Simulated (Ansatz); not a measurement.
A trial cell of MgS, before relaxation:

```
Mg S
1.0
     4.08962    0.00000    0.00000
    -2.04481    3.54171    0.00000
     0.00000    0.00000   12.61050
Mg S
4 4
Direct
  0.66667 0.33333 0.06593
  0.00000 0.00000 0.19855
  0.00000 0.00000 0.69855
  0.33333 0.66667 0.56593
  0.66667 0.33333 0.26448
  0.00000 0.00000 0.00000
  0.00000 0.00000 0.50000
  0.33333 0.66667 0.76448
```

Level of theory: Ansatz 0.2.0, DFT PBE+D3(BJ), scalar-relativistic, plane waves, PAW. Cutoff 420 eV, Gaussian smearing, Γ-centred meshes. Cell and atoms relax first on a coarse mesh and then on a converged one. In between, the cell is made exact in the group found at 0.06 Å. The steps can't lower the symmetry of their start. No spin polarisation.

A guess keeps its type if space group and coordination stay and the shape of the cell changes little (axis ratios within about 15 %, angles within 6°); the volume may change.

Question: Does this structure survive the relaxation?

Answer: It doesn't keep its type. The symmetry stays P6_3mc (No. 186). The volume per atom shrinks by 2.5 %, from 22.8 to 22.3 Å³. The shortest distance goes from 2.50 Å (Mg–S) to 2.43 Å (Mg–S). The ratio c/a of the conventional cell changes by a factor of 1.05. Counting neighbours within 15 % of an atom's shortest distance, the start has Mg 4, S 4 and the end Mg 4, S 4. In detail, at the end Mg on its first site is surrounded by 4 S at 2.44 Å; around Mg on its second site lie 4 S at 2.43–2.44 Å; S on its first site is surrounded by 4 Mg at 2.43–2.44 Å; 1 more site not described.

```cif
data_structure
_symmetry_space_group_name_H-M 'P 1'
_symmetry_Int_Tables_number 1
_cell_length_a 3.9913
_cell_length_b 3.9913
_cell_length_c 12.9119
_cell_angle_alpha 90.000
_cell_angle_beta 90.000
_cell_angle_gamma 120.000
_cell_volume 178.13
loop_
_atom_site_label
_atom_site_type_symbol
_atom_site_fract_x
_atom_site_fract_y
_atom_site_fract_z
_atom_site_occupancy
Mg1 Mg 0.66667 0.33333 0.03825 1
Mg2 Mg 0.00000 0.00000 0.28733 1
Mg3 Mg 0.00000 0.00000 0.78733 1
Mg4 Mg 0.33333 0.66667 0.53825 1
S1 S 0.66667 0.33333 0.22688 1
S2 S 0.00000 0.00000 0.97650 1
S3 S 0.00000 0.00000 0.47650 1
S4 S 0.33333 0.66667 0.72688 1
```

The last run used a 6×6×2 mesh (in the run's order of axes) for its 8-atom cell and Gaussian smearing of 0.02 eV. A later test with randomly moved atoms came back to the same energy, though modes that don't fit the test's cell weren't probed.
